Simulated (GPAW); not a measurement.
Runs of GPAW 26.7.0 on CdS (Greenockite). It takes space group P6_3mc (No. 186, hexagonal). The conventional cell has a = 4.150 Å, b = 4.150 Å, c = 6.737 Å, α = 90.00°, β = 90.00°, γ = 120.00°. Around Cd (site symmetry 3m) lie 4 S at 2.53 to 2.54 Å. S (site symmetry 3m) has 4 Cd at 2.53 to 2.54 Å as nearest neighbours. 

```csv
task,level,potentials or basis,spin,k mesh,cutoff (eV),smearing,maxiter,band path,band points,spin axis theta (degrees),spin axis phi (degrees),gap on the mesh (eV),pressure (GPa),largest force (eV/Å)
band structure,PBEsol,"PAW data sets generated in the run's folder for this functional, pw","SOC, no magnetisation",7 × 7 × 4,600,fermi-dirac 0.05 eV,150,"GMKGALHA,LM,KH",60,90,0,(a),-1.2,0.07
single point,LDA,"the program's PAW data sets (release 1.2.1) made for this functional, pw",off,6 × 6 × 3,450,fermi-dirac 0.05 eV,120,-,-,-,-,0.89,-4.2,(b)
single point,PBE,"GPAW PAW data sets (gpaw-data 1.2.1), pw",off,7 × 7 × 4,600,gaussian 0.018 eV,150,-,-,-,-,1.18,1.8,0.07
single point,PBE,"GPAW PAW data sets (gpaw-data 1.2.1), pw",off,7 × 7 × 4,600,gaussian 0.016 eV,150,-,-,-,-,1.18,1.8,0.07
single point,PBE,"GPAW PAW data sets (gpaw-data 1.2.1), pw",off,7 × 7 × 4,600,gaussian 0.014 eV,150,-,-,-,-,1.18,1.8,0.07
single point,PBE,"GPAW PAW data sets (gpaw-data 1.2.1), pw",off,7 × 7 × 4,600,gaussian 0.02 eV,150,-,-,-,-,1.18,1.8,0.07
single point,PBE,"GPAW PAW data sets (gpaw-data 1.2.1), pw",off,7 × 7 × 4,600,gaussian 0.029 eV,150,-,-,-,-,1.18,1.8,0.07
single point,PBE,"GPAW PAW data sets (gpaw-data 1.2.1), pw",off,7 × 7 × 4,600,gaussian 0.024 eV,150,-,-,-,-,1.18,1.8,0.07
```

Alike in all rows: cell as given.

**Question.** Fill in the values left out.

**Answer.** (a) 1.02; (b) 0.06.

Caveats: spin-orbit coupling was added after a scalar SCF, so levels and gaps hold it while energy, forces, pressure and moments don't (some runs); this program's spin-orbit splittings come out too wide for heavy elements (some runs); the cutoff is short for stress and forces, so pressures can be off by a GPa or more (some runs).

A k mesh can miss the band edges, and rows without SOC leave out spin-orbit coupling on Cd.
